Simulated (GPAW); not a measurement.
The system is WC.

```xyz
2
Lattice="0.0000 2.1927 2.1927 2.1927 0.0000 2.1927 2.1927 2.1927 0.0000" Properties=species:S:1:pos:R:3 pbc="T T T"
W     0.0000    0.0000    0.0000
C     2.1927    2.1927    2.1927
```

Measurements of this composition are mostly on another form, of space group No. 187.

```yaml
Program: GPAW 26.7.0
Task: relaxation of cell and atoms
Functional: PBEsol
Potentials_or_basis: PAW data sets generated in the run's folder for this functional
Cutoff: 800 eV
Basis: pw
k_mesh: 10 × 10 × 10
Occupations: fermi-dirac, width 0.05 eV
Spin: no spin polarisation
```

At the start: pressure -10.8 GPa; volume 10.54 Å³/atom.

Task: Where does the relaxation end?

Result: Over 3 steps the energy falls by 10.1 meV/atom and the volume is 10.23 Å³/atom (-2.9 %); space group Fm-3m (No. 225, to 0.05 Å).

The path:
```tsv
step	energy change (eV)	largest force (eV/Å)	pressure (GPa)	volume (Å³)
1	0.0000	0.0000	-10.76	21.08
2	-0.0156	0.0000	-5.35	20.77
3	-0.0201	0.0000	0.19	20.47
```

Final structure:
```
W C
1.0
     0.00000    2.17107    2.17107
     2.17107    0.00000    2.17107
     2.17107    2.17107    0.00000
W C
1 1
Direct
  0.00000 0.00000 0.00000
  0.50000 0.50000 0.50000
```

Caveat: later steps reuse the first step's grids.
